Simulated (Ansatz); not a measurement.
Structure: zincblende CuCl, at its r2SCAN minimum. It is cubic, F-43m (No. 216); a = 5.358 Å in the conventional setting, 19.22 Å³ an atom. Cu has 4 Cl at 2.32 Å; Cl has 4 Cu at 2.32 Å.

4 runs of the plane-wave code Ansatz on this cell differ in the functional (and in the settings that go with it). Levels are in eV from each run's valence top; v1 is the last filled band, c1 the first empty one.

Run A, mean stress +2.0 GPa (compression positive):

| point | v5 | v3 | v1 | c1 | c2 | c3 |
| --- | --- | --- | --- | --- | --- | --- |
| Γ | -1.59 | 0.00 | 0.00 | 0.60 | 6.64 | 6.64 |
| X | -1.73 | -1.39 | -1.18 | 3.40 | 4.49 | 8.91 |
| U | -1.83 | -1.43 | -0.94 | 4.20 | 5.19 | 8.13 |

Run B, mean stress +2.5 GPa (compression positive):

| point | v5 | v3 | v1 | c1 | c2 | c3 |
| --- | --- | --- | --- | --- | --- | --- |
| Γ | -1.97 | 0.00 | 0.00 | 3.12 | 9.38 | 9.38 |
| X | -2.07 | -1.72 | -1.49 | 5.73 | 7.20 | 11.70 |
| U | -2.20 | -1.75 | -1.19 | 6.66 | 8.01 | 10.77 |

Run C, mean stress +2.6 GPa (compression positive):

| point | v5 | v3 | v1 | c1 | c2 | c3 |
| --- | --- | --- | --- | --- | --- | --- |
| Γ | -1.95 | 0.00 | 0.00 | 2.41 | 8.62 | 8.62 |
| X | -2.04 | -1.70 | -1.47 | 5.00 | 6.44 | 10.94 |
| U | -2.17 | -1.72 | -1.17 | 5.92 | 7.24 | 10.01 |

Run D, mean stress 0.0 GPa (compression positive):

| point | v5 | v3 | v1 | c1 | c2 | c3 |
| --- | --- | --- | --- | --- | --- | --- |
| Γ | -1.58 | 0.00 | 0.00 | 0.97 | 7.10 | 7.10 |
| X | -1.72 | -1.37 | -1.18 | 3.65 | 4.86 | 9.39 |
| U | -1.82 | -1.41 | -0.94 | 4.49 | 5.61 | 8.49 |

Task: Match the runs to PBE, r2SCAN, HSE06, PBE0.

Result: A is PBE, B is PBE0, C is HSE06, D is r2SCAN. In order of the gap: PBE 0.60, r2SCAN 0.97, HSE06 2.41, PBE0 3.12 eV. The stress vanishes for r2SCAN, which relaxed the cell.

Spin-unpolarised throughout; all numbers are computed.

The program warns that its thresholds are loose for a hybrid's stress.

The meshes of the hybrids are coarse, so their gaps aren't converged to the digits shown.
